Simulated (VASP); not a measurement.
Level of theory: PBE GGA with spin-orbit coupling, VASP's PBE PAW potentials (set 64) (plane waves; VASP).

A VASP calculation is set up with these files.

**INCAR**
```
SYSTEM = NaBr
PREC = Accurate
ENCUT = 400
EDIFF = 1E-6
NELM = 100
ALGO = Normal
LREAL = .FALSE.
LASPH = .TRUE.
ISMEAR = 0
SIGMA = 0.05
GGA = PE
LMAXMIX = 4
LWAVE = .FALSE.
LCHARG = .FALSE.
LSORBIT = .TRUE.
MAGMOM = 0 0 0 0 0 0
GGA_COMPAT = .FALSE.
```

**KPOINTS**
```
kpoints
0
gamma
  7 7 7
```

**POSCAR**
```
NaBr
1
    0.0000000000     3.0090669175     3.0090669175
    3.0090669175     0.0000000000     3.0090669175
    3.0090669175     3.0090669175     0.0000000000
Na Br
1 1
Direct
  0.0000000000   0.0000000000   0.0000000000
  0.5000000000   0.5000000000   0.5000000000
```

**KPOINTS_OPT**
```
k-points along high-symmetry lines
8
Line-mode
Reciprocal
  0.000000   0.000000   0.000000 ! GAMMA
  0.500000   0.000000   0.500000 ! X

  0.500000   0.000000   0.500000 ! X
  0.625000   0.250000   0.625000 ! U

  0.375000   0.375000   0.750000 ! K
  0.000000   0.000000   0.000000 ! GAMMA

  0.000000   0.000000   0.000000 ! GAMMA
  0.500000   0.500000   0.500000 ! L

  0.500000   0.500000   0.500000 ! L
  0.500000   0.250000   0.750000 ! W

  0.500000   0.250000   0.750000 ! W
  0.500000   0.000000   0.500000 ! X
```

POTCAR, in this order: Na_pv Br (PBE.64 set). Program: vasp_ncl.

Output of the run:

**OSZICAR**
```
       N       E                     dE             d eps       ncg     rms          rms(c)
DAV:   1     0.111825385125E+03    0.11183E+03   -0.58728E+03   936   0.102E+03
DAV:   2     0.360610303806E+01   -0.10822E+03   -0.10424E+03  1032   0.296E+02
DAV:   3    -0.606988851340E+01   -0.96760E+01   -0.96239E+01  1092   0.952E+01
DAV:   4    -0.626928953322E+01   -0.19940E+00   -0.19928E+00  1006   0.157E+01
DAV:   5    -0.627294979214E+01   -0.36603E-02   -0.36601E-02  1036   0.204E+00    0.174E+00
DAV:   6    -0.615283606789E+01    0.12011E+00   -0.18249E-01  1036   0.286E+00    0.107E+00
DAV:   7    -0.614090261587E+01    0.11933E-01   -0.81657E-02  1070   0.185E+00    0.710E-01
DAV:   8    -0.614337771946E+01   -0.24751E-02   -0.16394E-03  1018   0.424E-01    0.423E-01
DAV:   9    -0.614501792070E+01   -0.16402E-02   -0.26992E-03   922   0.479E-01    0.935E-02
DAV:  10    -0.614501401428E+01    0.39064E-05   -0.38098E-05  1074   0.541E-02    0.669E-02
DAV:  11    -0.614506270879E+01   -0.48695E-04   -0.10530E-04   934   0.875E-02    0.184E-02
DAV:  12    -0.614506054543E+01    0.21634E-05   -0.71131E-06   994   0.228E-02    0.798E-03
DAV:  13    -0.614506044315E+01    0.10229E-06   -0.10843E-06   828   0.815E-03
   1 F= -.61450604E+01 E0= -.61450604E+01  d E =-.435719E-16  mag=    -0.0000     0.0000     0.0000
       N       E                     dE             ncg
       N       E                     dE             ncg
       N       E                     dE             ncg
```

File OUTCAR:
```
------------------------ aborting loop because EDIFF is reached ----------------------------------------
  FORCE on cell =-STRESS in cart. coord.  units (eV):
  Direction    XX          YY          ZZ          XY          YZ          ZX
  --------------------------------------------------------------------------------------
  Total        0.0101875      0.0101875      0.0101875     -0.0000000     -0.0000000      0.0000000
  in kB        0.2995378      0.2995378      0.2995378     -0.0000000     -0.0000000      0.0000000
  external PRESSURE =       0.2995378 kB  Pullay stress =       0.0000000 kB
  volume of cell :       54.49
      direct lattice vectors                 reciprocal lattice vectors
     0.000000000  3.009066918  3.009066918    -0.166164467  0.166164467  0.166164467
     3.009066918  0.000000000  3.009066918     0.166164467 -0.166164467  0.166164467
     3.009066918  3.009066918  0.000000000     0.166164467  0.166164467 -0.166164467
 POSITION                                       TOTAL-FORCE (eV/Angst)
 -----------------------------------------------------------------------------------
      0.00000      0.00000      0.00000        -0.000000      0.000000     -0.000000
      3.00907      3.00907      3.00907         0.000000     -0.000000      0.000000
 -----------------------------------------------------------------------------------
    total drift:                                0.000000      0.000000      0.000000
  FREE ENERGIE OF THE ION-ELECTRON SYSTEM (eV)
  ---------------------------------------------------
  free  energy   TOTEN  =        -6.1450604431 eV

  energy  without entropy=       -6.1450604431  energy(sigma->0) =       -6.14506044

 Ion:    1  E_soc:     -0.0007586

 Ion:    2  E_soc:     -0.0505349
```
(Selected blocks of OUTCAR.)

### OUTCAR
```
 val. band max:       -0.7042777808   @ k =   0.0000   0.0000   0.0000

 cond. band min:       3.2155991595   @ k =   0.0000   0.0000   0.0000


 Fermi energy:        -0.4352078972

 k-point     1 :       0.0000    0.0000    0.0000
  band No.  band energies     occupation
      1     -22.5882      1.00000
      2     -22.5882      1.00000
      3     -22.4098      1.00000
      4     -22.4098      1.00000
      5     -22.4098      1.00000
      6     -22.4098      1.00000
      7     -13.6206      1.00000
      8     -13.6206      1.00000
      9      -1.2152      1.00000
     10      -1.2152      1.00000
     11      -0.7043      1.00000
     12      -0.7043      1.00000
     13      -0.7043      1.00000
     14      -0.7043      1.00000
     15       3.2156      0.00000
     16       3.2156      0.00000
     17       8.9398      0.00000
     18       8.9398      0.00000
     19       8.9398      0.00000
     20       8.9398      0.00000
     21       8.9501      0.00000
     22       8.9501      0.00000

 k-point     2 :       0.1429    0.0000    0.0000
  band No.  band energies     occupation
      1     -22.5893      1.00000
      2     -22.5893      1.00000
      3     -22.4117      1.00000
      4     -22.4117      1.00000
      5     -22.4100      1.00000
      6     -22.4100      1.00000
      7     -13.5736      1.00000
      8     -13.5736      1.00000
      9      -1.5062      1.00000
     10      -1.5062      1.00000
     11      -0.9759      1.00000
     12      -0.9759      1.00000
     13      -0.7580      1.00000
     14      -0.7580      1.00000
     15       3.8761      0.00000
     16       3.8761      0.00000
     17       8.3483      0.00000
     18       8.3483      0.00000
     19       9.1434      0.00000
     20       9.1434      0.00000
     21       9.1498      0.00000
     22       9.1498      0.00000

 k-point     3 :       0.2857    0.0000    0.0000
  band No.  band energies     occupation
      1     -22.5915      1.00000
...
```

The compound is NaBr in the rock salt structure. It was relaxed first.
